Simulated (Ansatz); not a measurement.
# Ni3Ge: the cost of one run

Computed with Ansatz 0.2.0 (DFT PBEsol, scalar-relativistic, plane waves, PAW, unless a step's input says otherwise).

1 further run of the same task is left out (set aside as unsound or not needed).

**1. Starting point**

The structure is cubic, space group Pm-3m (No. 221). Conventional cell: a = 3.525 Å, b = 3.525 Å, c = 3.525 Å, α = 90.00°, β = 90.00°, γ = 90.00°. Ni (site symmetry 4/mmm) has 8 Ni at 2.49 Å and 4 Ge at 2.49 Å as nearest neighbours. Ge (site symmetry m-3m) is surrounded by 12 Ni at 2.49 Å.

As a file:

```cif
data_structure
_symmetry_space_group_name_H-M 'P 1'
_symmetry_Int_Tables_number 1
_cell_length_a 3.5249
_cell_length_b 3.5249
_cell_length_c 3.5249
_cell_angle_alpha 90.000
_cell_angle_beta 90.000
_cell_angle_gamma 90.000
_cell_volume 43.80
loop_
_atom_site_label
_atom_site_type_symbol
_atom_site_fract_x
_atom_site_fract_y
_atom_site_fract_z
_atom_site_occupancy
Ni1 Ni 0.50000 0.00000 0.50000 1
Ni2 Ni 0.00000 0.50000 0.50000 1
Ni3 Ni 0.50000 0.50000 0.00000 1
Ge1 Ge 0.00000 0.00000 0.00000 1
```

It goes back to an entry of the Materials Project, which need not be the stable form.

This cell was relaxed beforehand with the same method: volume 10.95 Å³/atom, gap on the mesh none (metal).

**2. The reference: the undisturbed cell on the scan's mesh**

Input file input.yaml:

```yaml
crystal:
  lattice:
    - [3.5249142772, 0.0, 0.0]
    - [0.0, 3.5249142772, 0.0]
    - [0.0, 0.0, 3.5249142772]
  atoms:
    - { symbol: Ni, position: [0.5, 0.0, 0.5] }
    - { symbol: Ni, position: [0.0, 0.5, 0.5] }
    - { symbol: Ni, position: [0.5, 0.5, 0.0] }
    - { symbol: Ge, position: [0.0, 0.0, 0.0] }
basis:
  ecutwfc: 420
kpoints:
  mp_grid: { grid: [16, 16, 16] }
hamiltonian:
  xc: pbesol
scf:
  occupations: { method: gaussian, width: 0.15 }
output:
  forces: true
  stress: true
  eigenvalues: true
  write_density: true
  write_potential: true
  elf: true
  volumetric_format: npy
```

On the command line:

```bash
ansatz run input.yaml --threads 1 --pin off --max-ram 2560MiB --backend cpu --events-out ev --progress --plain --runs-dir out
```

**Question.** How long does this run take on 1 thread of Oxide Virtual Turin-like (Zen 5), shared host, and how much memory does it need?

About 16 s, with a peak of 0.53 GiB.
